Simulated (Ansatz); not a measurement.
# BP (F-43m) in Ansatz: convergence with wavefunction cutoff

Aim: find how far wavefunction cutoff must go before the results for BP settle, at PBE. This setting moves, with any that are tied to it; all else stays.

Program: Ansatz 0.2.0. These are calculated values, not measurements. Logs are shortened: lines on timing, memory, paths and dates and some standing lists are left out, and cuts for length are marked.

## Step 1: The structure

The structure is cubic, space group F-43m (No. 216). Conventional cell: a = 4.538 Å, b = 4.538 Å, c = 4.538 Å, α = 90.00°, β = 90.00°, γ = 90.00°. P (site symmetry -43m) has 4 B at 1.97 Å as nearest neighbours. B (site symmetry -43m) is surrounded by 4 P at 1.97 Å.

## Step 2: With wavefunction cutoff 200 eV

File input.yaml:

```yaml
crystal:
  lattice:
    - [0.0, 2.269, 2.269]
    - [2.269, 0.0, 2.269]
    - [2.269, 2.269, 0.0]
  atoms:
    - { symbol: P, position: [0.75, 0.75, 0.75] }
    - { symbol: B, position: [0.0, 0.0, 0.0] }
hamiltonian:
  xc: pbe
  pseudopotentials: { kind: paw }
kpoints:
  mp_grid: { grid: [8, 8, 8] }
scf:
  occupations: { method: methfessel_paxton, width: 0.1 }
output:
  forces: true
  stress: true
  eigenvalues: true
basis:
  ecutwfc: "200 eV"
```

Potentials or basis: Ansatz PAW.

Command:

```sh
$ ansatz run input.yaml --threads 2 --pin off --max-ram 5632MiB --backend cpu --events-out ev --progress --plain --runs-dir out
```

It took 0.99 s on 2 threads of Intel Xeon at 2.50GHz (Skylake/Cascade Lake), shared host; peak memory 0.26 GiB.

What came out:

| Quantity | Value |
| --- | --- |
| Free energy | -911.4705 eV |
| Pressure | 4.2 GPa |
| Band gap on the k mesh | 1.37 eV, indirect (least direct gap 3.40 eV) |

## Step 3: With wavefunction cutoff 250 eV

Changes to input.yaml since step 2:

```diff
@@ -20,2 +20,2 @@
 basis:
-  ecutwfc: "200 eV"
+  ecutwfc: "250 eV"
```

Potentials or basis: Ansatz PAW.

Command:

```sh
$ ansatz run input.yaml --threads 2 --pin off --max-ram 5632MiB --backend cpu --events-out ev --progress --plain --runs-dir out
```

It took 0.97 s on 2 threads of Intel Xeon at 2.50GHz (Skylake/Cascade Lake), shared host; peak memory 0.27 GiB.

What came out:

```
Free energy            : -912.1352 eV
Pressure               : 1.4 GPa
Band gap on the k mesh : 1.25 eV, indirect (least direct gap 3.40 eV)
```

## Step 4: With wavefunction cutoff 300 eV

Changes to input.yaml since step 3:

```diff
@@ -20,2 +20,2 @@
 basis:
-  ecutwfc: "250 eV"
+  ecutwfc: "300 eV"
```

Command:

```sh
$ ansatz run input.yaml --threads 2 --pin off --max-ram 5632MiB --backend cpu --events-out ev --progress --plain --runs-dir out
```

Run time: 1.1 s. Hardware: 2 threads of Intel Xeon at 2.50GHz (Skylake/Cascade Lake), shared host; peak memory 0.27 GiB.

Results:

```yaml
Free_energy: -912.3576 eV
Pressure: 1.1 GPa
Band_gap_on_the_k_mesh: 1.27 eV, indirect (least direct gap 3.40 eV)
```

## Step 5: With wavefunction cutoff 350 eV

Changes to input.yaml since step 4:

```diff
@@ -20,2 +20,2 @@
 basis:
-  ecutwfc: "300 eV"
+  ecutwfc: "350 eV"
```

Command:

```sh
$ ansatz run input.yaml --threads 2 --pin off --max-ram 5632MiB --backend cpu --events-out ev --progress --plain --runs-dir out
```

Wall time 1.1 s (2 threads of Intel Xeon at 2.50GHz (Skylake/Cascade Lake), shared host); peak memory 0.28 GiB.

Results:

```yaml
Free_energy: -912.4254 eV
Pressure: 1.1 GPa
Band_gap_on_the_k_mesh: 1.27 eV, indirect (least direct gap 3.40 eV)
```

## Step 6: With wavefunction cutoff 400 eV

Changes to input.yaml since step 5:

```diff
@@ -20,2 +20,2 @@
 basis:
-  ecutwfc: "350 eV"
+  ecutwfc: "400 eV"
```

Potentials or basis: Ansatz PAW.

Command:

```sh
$ ansatz run input.yaml --threads 2 --pin off --max-ram 5632MiB --backend cpu --events-out ev --progress --plain --runs-dir out
```

Wall time 1.3 s (2 threads of Intel Xeon at 2.50GHz (Skylake/Cascade Lake), shared host); peak memory 0.28 GiB.

It converged, with:

```
Free energy            : -912.4426 eV
Pressure               : 1.2 GPa
Band gap on the k mesh : 1.27 eV, indirect (least direct gap 3.40 eV)
```

## Step 7: With wavefunction cutoff 450 eV

Changes to input.yaml since step 6:

```diff
@@ -20,2 +20,2 @@
 basis:
-  ecutwfc: "400 eV"
+  ecutwfc: "450 eV"
```

Command:

```sh
$ ansatz run input.yaml --threads 2 --pin off --max-ram 5632MiB --backend cpu --events-out ev --progress --plain --runs-dir out
```

Wall time 1.4 s (2 threads of Intel Xeon at 2.50GHz (Skylake/Cascade Lake), shared host); peak memory 0.29 GiB.

The run converged. Its results:

```
Free energy            : -912.4458 eV
Pressure               : 1.1 GPa
Band gap on the k mesh : 1.27 eV, indirect (least direct gap 3.40 eV)
```

## Step 8: With wavefunction cutoff 500 eV

Changes to input.yaml since step 7:

```diff
@@ -20,2 +20,2 @@
 basis:
-  ecutwfc: "450 eV"
+  ecutwfc: "500 eV"
```

Command:

```sh
$ ansatz run input.yaml --threads 2 --pin off --max-ram 5632MiB --backend cpu --events-out ev --progress --plain --runs-dir out
```

Run time: 1.3 s. Hardware: 2 threads of Intel Xeon at 2.50GHz (Skylake/Cascade Lake), shared host; peak memory 0.29 GiB.

It converged, with:

```
Free energy            : -912.4463 eV
Pressure               : 1.1 GPa
Band gap on the k mesh : 1.27 eV, indirect (least direct gap 3.40 eV)
```

## Step 9: With wavefunction cutoff 600 eV

Changes to input.yaml since step 8:

```diff
@@ -20,2 +20,2 @@
 basis:
-  ecutwfc: "500 eV"
+  ecutwfc: "600 eV"
```

Potentials or basis: Ansatz PAW.

Command:

```sh
$ ansatz run input.yaml --threads 2 --pin off --max-ram 5632MiB --backend cpu --events-out ev --progress --plain --runs-dir out
```

Run time: 1.5 s. Hardware: 2 threads of Intel Xeon at 2.50GHz (Skylake/Cascade Lake), shared host; peak memory 0.3 GiB.

The run converged. Its results:

| Quantity | Value |
| --- | --- |
| Free energy | -912.4466 eV |
| Pressure | 1.1 GPa |
| Band gap on the k mesh | 1.27 eV, indirect (least direct gap 3.40 eV) |

## Step 10: With wavefunction cutoff 800 eV

Changes to input.yaml since step 9:

```diff
@@ -20,2 +20,2 @@
 basis:
-  ecutwfc: "600 eV"
+  ecutwfc: "800 eV"
```

Potentials or basis: Ansatz PAW.

Command:

```sh
$ ansatz run input.yaml --threads 2 --pin off --max-ram 5632MiB --backend cpu --events-out ev --progress --plain --runs-dir out
```

The program printed:

```text
Warning: RAYON_NUM_THREADS=2 ignored (pool sized by the plan → 2); use --threads N
Engine: ansatz 0.2.0, x86_64-unknown-linux-gnu
Pseudopotentials: kind: paw
Pseudopotential: P, paw, valence charge 5, recommended cutoff 420 eV (normal), P.paw.azcp
Pseudopotential: B, paw, valence charge 3, recommended cutoff 420 eV (normal), B.paw.azcp
Functional definition: PBE
  parameter kappa = 0.804
  parameter beta = 0.06672455060314922
  exchange = pbe_x(kappa = kappa, mu = beta*pi^2/3)
  correlation = pbe_c(beta = beta)
Crystal: 2 atoms, lattice volume = 23.363 Å³
Basis set: ecut = 800 eV, 1243 PW (Γ), exchange–correlation on 60×60×60 points (8 copies of the dense FFT grid, shifted against one another)
Bands: 8, of which v1, the nominal top of the filled ones, is band 4 counted from 1 (3 counted from 0)
Symmetry: 24 space group operations
Space group: F-43m (ITA 216), of the structure as read, at distance tolerance 2.9e-5 Å
k-points: 29 of 512 (time reversal used)
Non-local potential: P, projectors of the file, l = 0: 2, l = 1: 2, l = 2: 2
Non-local potential: B, projectors of the file, l = 0: 2, l = 1: 2, l = 2: 1
PAW form: soft (Blöchl's): semilocal exchange-correlation on the pseudo side does not see the compensation charge
PAW one-centre angular grid: P, 110 points (default); XC on 64 Gauss nodes
PAW one-centre angular grid: B, 110 points (default); XC on 64 Gauss nodes
Initial density: superposition of atomic densities (neutral atoms: chi_scale 0, normalization atom), corrected by the library's trained network
Initial wavefunctions: pseudopotential atomic-orbital guess
Functional: x = pbe(κ = 0.804, μ = 0.2195149727645171), c = pbe(β = 0.06672455060314922)
SCF iter   1: F=—  HF=-912.446667 eV  |F-HF|=—  |Δ(HF+E_count)|=         —  Δρ=1.51e-3  dr2=4.66e-4  ethr=1.77e-3  ⟨swp⟩=6.1  Hψ=2122  notcnv=0
preconditioner: auto → none  [insulator: Δε(μ)=1.270 eV  Ē_g=12.805 eV  σ=0.100 eV  W_gap=1.00  n_scr=0 (ndim 8)  ℏωp=21.7 eV  f_vac=0.000  D(μ)=-0.00/eV (n_scr^D=0)  ε∞_Penn≈3.9]
SCF iter   2: F=—  HF=-912.446843 eV  |F-HF|=—  |Δ(HF+E_count)|=   1.76e-4  S|Δr|=    0.00e0  Δρ=8.29e-4  dr2=1.61e-4  ethr=5.82e-6  ⟨swp⟩=2.1  Hψ=566  notcnv=0
SCF iter   3: F=—  HF=-912.446806 eV  |F-HF|=—  |Δ(HF+E_count)|=   3.69e-5  S|Δr|=    0.00e0  Δρ=3.86e-4  dr2=1.64e-5  ethr=2.01e-6  ⟨swp⟩=2.1  Hψ=332  notcnv=0
SCF iter   4: F=—  HF=-912.446825 eV  |F-HF|=—  |Δ(HF+E_count)|=   1.91e-5  S|Δr|=    0.00e0  Δρ=1.34e-4  dr2=5.19e-6  ethr=2.05e-7  ⟨swp⟩=2.0  Hψ=348  notcnv=0
SCF iter   5: F=—  HF=-912.446824 eV  |F-HF|=—  |Δ(HF+E_count)|=   1.28e-6  S|Δr|=    0.00e0  Δρ=4.16e-5  dr2=5.09e-7  ethr=6.49e-8  ⟨swp⟩=2.0  Hψ=321  notcnv=0
SCF iter   6: F=-912.446824 eV  HF=-912.446824 eV  |F-HF|=3.21e-8  |Δ(HF+E_count)|=   1.32e-7  S|Δr|=    0.00e0  Δρ=1.23e-5  dr2=4.46e-8  ethr=1.25e-9  ⟨swp⟩=5.7  Hψ=1208  notcnv=0
SCF 1 converged in 6 iterations: F = -912.446824 eV  dr2 = 4.46e-8
SCF converged after 6 iterations
Stability not checked: this state was not tested for a lower state beside it, because cold or Methfessel-Paxton smearing, or corrected tetrahedra, fill the levels in a way that the test cannot read (fill_not_monotonic; see scf.lower_state_search)
Free energy (F): -912.446824 eV
Harris-Foulkes:  -912.446824 eV  (|F-HF|=3.21e-8)
Internal energy: -912.446824 eV  (E = F + TS)
E sigma→0 (E₀):  -912.446824 eV
Fermi energy:    9.898801 eV
Step filling:    the computed levels leave a gap of 1.2733 eV = 12.7 smearing widths at the electron count; against every level under it full and every level over it empty, smearing changes F+E_penalty+E_count by +1.14e-18 meV and its σ→0 estimate by -2.22e-17 meV
--- Per-component energies (eV) ---
  E_band       = 22.187314
  E_kinetic    = 121.701371
  E_local      = -67.921576  (includes V_loc(G=0)·N_el)
  E_nonlocal   = 45.032018
  E_hartree    = 17.058381
  E_xc         = -94.858144
  E_vxc        = -100.530058  (∫ρ·V_xc dr)
  E_paw        = -647.967355  (= ΣΔE_a)
  E_vpaw       = -10.211516  (= ΣTr[D̂ρ^β])
  E_aug_tail   = -0.000000  (compensation charges beyond the density's cutoff)
  E_ewald      = -285.491518
  E_smearing   = 0.000000  (= −TS)
  E_closure    = 0.000000  (closes the sum)
  Σ components = -912.446824   (vs F -912.446824, Δ=0.00e0)
--- Forces (eV/Å), atoms counted from 1 ---
  atom   1  P      0.00000000    -0.00000000     0.00000000
  atom   2  B     -0.00000000    -0.00000000    -0.00000000
  max |Σ_I F_I| component: 2.59e-16 eV/Å
--- Stress (GPa, compression-positive) ---
        1.135403       0.000000      -0.000000
       -0.000000       1.135403       0.000000
        0.000000       0.000000       1.135403
  P = ⅓ Tr σ = 1.1354 GPa (11.354 kbar)
--- Band table (eV; the first three rows and the last of 29) ---
  k-point 0: bands = ["-6.1919", "9.2649", "9.2649", "9.2649", "12.6686", "12.6686", "12.6686", "16.6368"]
  k-point 1: bands = ["-5.9110", "7.4127", "8.8376", "8.8376", "13.1986", "13.2585", "13.2585", "17.4245"]
  k-point 2: bands = ["-5.0870", "4.4217", "8.1491", "8.1491", "13.2631", "14.0255", "14.0255", "18.8717"]
  k-point 28: bands = ["-1.0645", "1.2082", "3.5938", "3.7981", "14.5900", "16.0232", "16.5011", "16.7072"]
```

Run time: 2 s. Hardware: 2 threads of Intel Xeon at 2.50GHz (Skylake/Cascade Lake), shared host; peak memory 0.32 GiB.

What came out:

```yaml
Free_energy: -912.4468 eV
Pressure: 1.1 GPa
Band_gap_on_the_k_mesh: 1.27 eV, indirect (least direct gap 3.40 eV)
```

## Step 11: Summary

| wavefunction cutoff | energy less the tightest run, at zero smearing (meV/atom) | pressure (GPa) | gap on the mesh (eV) | SCF cycles | CPU time (s) | peak memory (GiB) |
| --- | --- | --- | --- | --- | --- | --- |
| 200 eV | 488.16 | 4.20 | 1.365 | 6 | 1.3 | 0.26 |
| 250 eV | 155.79 | 1.44 | 1.255 | 6 | 1.3 | 0.27 |
| 300 eV | 44.61 | 1.08 | 1.271 | 5 | 1.4 | 0.27 |
| 350 eV | 10.72 | 1.15 | 1.273 | 6 | 1.6 | 0.28 |
| 400 eV | 2.14 | 1.16 | 1.272 | 6 | 1.9 | 0.28 |
| 450 eV | 0.51 | 1.14 | 1.273 | 6 | 2 | 0.29 |
| 500 eV | 0.24 | 1.14 | 1.273 | 6 | 2 | 0.29 |
| 600 eV | 0.12 | 1.14 | 1.273 | 6 | 2.4 | 0.3 |
| 800 eV | 0.00 | 1.14 | 1.273 | 6 | 3.4 | 0.32 |

Against the tightest run, the energy stays within 1 meV/atom from 450 eV on; the pressure stays within 0.1 GPa from 300 eV on; the gap on the mesh stays within 0.01 eV from 300 eV on. The tightest run that finished is the yardstick and may itself not be fully converged.
